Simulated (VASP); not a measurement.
A run of VASP 6.6.1:

The input run.py:

```python
from ase.calculators.vasp import Vasp
from ase.dft.dos import DOS
from ase.spacegroup import crystal

atoms = crystal(
    ['I', 'Cu'],
    basis=[[0.0, 0.0, 0.0], [0.25, 0.25, 0.25]],
    spacegroup=216,
    setting=1,
    cellpar=[6.063, 6.063, 6.063, 90.0, 90.0, 90.0],
    primitive_cell=True,
)
calc = Vasp(
    directory='calc',
    xc='tpss',
    pp='PBE',
    setups='recommended',
    prec='Accurate',
    encut=520,
    ediff=1e-07,
    ismear=0,
    sigma=0.01,
    lreal=False,
    lasph=True,
    nelm=60,
    algo='Normal',
    isif=2,
    lwave=False,
    lcharg=False,
    lmaxmix=4,
    lmixtau=True,
    ivdw=13,
    lorbit=10,
    kpts=[8, 8, 8],
    gamma=True,
    nbands=16,
)
atoms.calc = calc

print('energy (eV):', atoms.get_potential_energy())
print('free energy (eV):', atoms.get_potential_energy(force_consistent=True))
print('forces (eV/A):')
print(atoms.get_forces())
print('stress (eV/A^3, Voigt):', atoms.get_stress())
print('Fermi level (eV):', calc.get_fermi_level())
dos = DOS(calc, width=0.2, window=(-10, 10), npts=201)
print('E - E_F (eV), DOS (1/eV)')
for e, g in zip(dos.get_energies(), dos.get_dos()):
    print(f'{e:8.3f} {g:10.4f}')
```

Potentials or basis: VASP PAW PBE potentials, release 64 (I, Cu).

The run is started by

```sh
$ python run.py
```

Hardware: 1 thread of AMD EPYC 7R43 64-Core Processor (Zen 3) (shared host).

Problem. How long does it take, and how much memory?

Solution. It took 4.8 min on 1 thread of AMD EPYC 7R43 64-Core Processor (Zen 3) (shared host), peak memory 0.15 GiB. Counts: scf iterations 20, k points 29.
